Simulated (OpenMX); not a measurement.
ZrO2:

```
Zr O
1.0
     3.59610    0.00000    0.00000
     0.00000    3.59610    0.00000
     0.00000    0.00000    5.17700
Zr O
2 4
Direct
  0.50000 0.50000 0.50000
  0.00000 0.00000 0.00000
  0.50000 0.00000 0.79700
  0.50000 0.00000 0.29700
  0.00000 0.50000 0.70300
  0.00000 0.50000 0.20300
```

Program: OpenMX 3.8.5. Alike in all runs: task band structure; no spin polarisation; cell as given; smearing fermi-dirac 0.05 eV.

Q: Order these runs on this cell by their pressure, lowest first.
A. level PBE; potentials or basis OpenMX 2013 PBE set, Zr7.0-s3p2d2, O6.0-s2p2d1, grid cutoff 400 Ry; k mesh 5 × 5 × 5
B. level LDA; potentials or basis OpenMX 2013 LDA set, Zr7.0-s3p2d2, O6.0-s2p2d1, grid cutoff 400 Ry; k mesh 5 × 5 × 5
C. level PBE; potentials or basis OpenMX 2013 PBE set, Zr7.0-s3p2d1, O6.0-s2p2, grid cutoff 400 Ry; k mesh 7 × 7 × 5

A: B (-2.0 GPa), A (10.1 GPa), C (12.7 GPa).

Caveats: the basis of atomic orbitals isn't converged, which shifts pressures, moduli and gaps.
